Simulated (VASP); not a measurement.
These are PBE GGA, VASP's PBE PAW potentials (set 64) (plane waves; VASP) values and carry that method's errors.

A VASP calculation is set up with these files.

**INCAR**
```
SYSTEM = Li2O
PREC = Accurate; ENCUT = 620; LREAL = .FALSE.
LASPH = .TRUE.
EDIFF = 1E-6; NELM = 100; ALGO = Normal
ISMEAR = 0; SIGMA = 0.05
GGA = PE
IBRION = 2; NSW = 40; ISIF = 3
EDIFFG = -0.02; PSTRESS = 50
LWAVE = .FALSE.; LCHARG = .FALSE.
```

### POSCAR
```
Li2O
1
    0.0000000000     2.2675393925     2.2675393925
    2.2675393925     0.0000000000     2.2675393925
    2.2675393925     2.2675393925    -0.0000000000
Li O
2 1
Direct
  0.2500000000   0.2500000000   0.2500000000
  0.7500000000   0.7500000000   0.7500000000
  0.0000000000   0.0000000000   0.0000000000
```

### KPOINTS
```
K-points
0
G
8 8 8
```

POTCAR, in this order: Li_sv O (PBE.64 set). Program: vasp_std.

The resulting files:

OUTCAR:
```
 ion  position               nearest neighbor table
   1  0.250  0.250  0.250-   3 1.96   3 1.96   3 1.96   3 1.96   2 2.27   2 2.27   2 2.27   2 2.27
                             2 2.27   2 2.27
   2  0.750  0.750  0.750-   3 1.96   3 1.96   3 1.96   3 1.96   1 2.27   1 2.27   1 2.27   1 2.27
                             1 2.27   1 2.27
   3  0.000  0.000  0.000-   2 1.96   2 1.96   2 1.96   1 1.96   2 1.96   1 1.96   1 1.96   1 1.96
  LATTYP: Found a face centered cubic cell.
 ALAT       =     4.5350787850
 Subroutine PRICEL returns:
 Original cell was already a primitive cell.
 Subroutine GETGRP returns: Found 48 space group operations
The static configuration has the point symmetry O_h .
The dynamic configuration has the point symmetry O_h .
 Subroutine INISYM returns: Found 48 space group operations
 Subroutine IBZKPT returns following result:
 Found     29 irreducible k-points:

 Following reciprocal coordinates:
            Coordinates               Weight
  0.000000  0.000000  0.000000      1.000000
  0.125000  0.000000  0.000000      8.000000
  0.250000  0.000000  0.000000      8.000000
  0.375000  0.000000  0.000000      8.000000
  0.500000  0.000000  0.000000      4.000000
  0.125000  0.125000  0.000000      6.000000
...
```

**OSZICAR**
```
       N       E                     dE             d eps       ncg     rms          rms(c)
DAV:   1     0.466801521063E+02    0.46680E+02   -0.68966E+03   580   0.146E+03
DAV:   2    -0.108050819774E+02   -0.57485E+02   -0.55113E+02   664   0.257E+02
DAV:   3    -0.160545947523E+02   -0.52495E+01   -0.52295E+01  1056   0.652E+01
DAV:   4    -0.161148782973E+02   -0.60284E-01   -0.60265E-01   780   0.783E+00
DAV:   5    -0.161151714266E+02   -0.29313E-03   -0.29309E-03   838   0.445E-01    0.753E+00
DAV:   6    -0.143498989765E+02    0.17653E+01   -0.94230E+00   580   0.200E+01    0.278E+00
DAV:   7    -0.143253334129E+02    0.24566E-01   -0.20118E-01   666   0.402E+00    0.149E+00
DAV:   8    -0.143263569205E+02   -0.10235E-02   -0.58163E-02   692   0.305E+00    0.355E-01
DAV:   9    -0.143252397455E+02    0.11172E-02   -0.76149E-03   732   0.815E-01    0.107E-01
DAV:  10    -0.143256817998E+02   -0.44205E-03   -0.95641E-04   626   0.268E-01    0.466E-02
DAV:  11    -0.143256676246E+02    0.14175E-04   -0.39963E-05   808   0.828E-02    0.103E-02
DAV:  12    -0.143256691387E+02   -0.15141E-05   -0.45776E-06   714   0.226E-02    0.208E-03
DAV:  13    -0.143256692920E+02   -0.15332E-06   -0.60322E-07   594   0.850E-03
   1 F= -.13597967E+02 E0= -.13597967E+02  d E =-.135980E+02
```

File OUTCAR:
```
------------------------ aborting loop because EDIFF is reached ----------------------------------------
  FORCE on cell =-STRESS in cart. coord.  units (eV):
  Direction    XX          YY          ZZ          XY          YZ          ZX
  --------------------------------------------------------------------------------------
  Total        0.7240413      0.7240413      0.7240413      0.0000000     -0.0000000      0.0000000
  in kB       49.7484355     49.7484355     49.7484355      0.0000000     -0.0000000      0.0000000
  external PRESSURE =      -0.2515645 kB  Pullay stress =      50.0000000 kB
  volume of cell :       23.32
      direct lattice vectors                 reciprocal lattice vectors
     0.000000000  2.267539392  2.267539392    -0.220503336  0.220503336  0.220503336
     2.267539392  0.000000000  2.267539392     0.220503336 -0.220503336  0.220503336
     2.267539392  2.267539392  0.000000000     0.220503336  0.220503336 -0.220503336
 POSITION                                       TOTAL-FORCE (eV/Angst)
 -----------------------------------------------------------------------------------
      1.13377      1.13377      1.13377        -0.000000     -0.000000      0.000000
      3.40131      3.40131      3.40131         0.000000      0.000000     -0.000000
      0.00000      0.00000      0.00000        -0.000000      0.000000     -0.000000
 -----------------------------------------------------------------------------------
    total drift:                                0.000000      0.000000      0.000000
  FREE ENERGIE OF THE ION-ELECTRON SYSTEM (eV)
  ---------------------------------------------------
  free  energy   TOTEN  =       -14.3256692920 eV

  energy  without entropy=      -14.3256692920  energy(sigma->0) =      -14.32566929
  enthalpy is  TOTEN    =       -13.5979666710 eV   P V=        0.7277026210

 reached required accuracy - stopping structural energy minimisation
```
(Selected blocks of OUTCAR.)

The compound is Li2O in the antifluorite structure. It was relaxed first under an external pressure of 5 GPa.
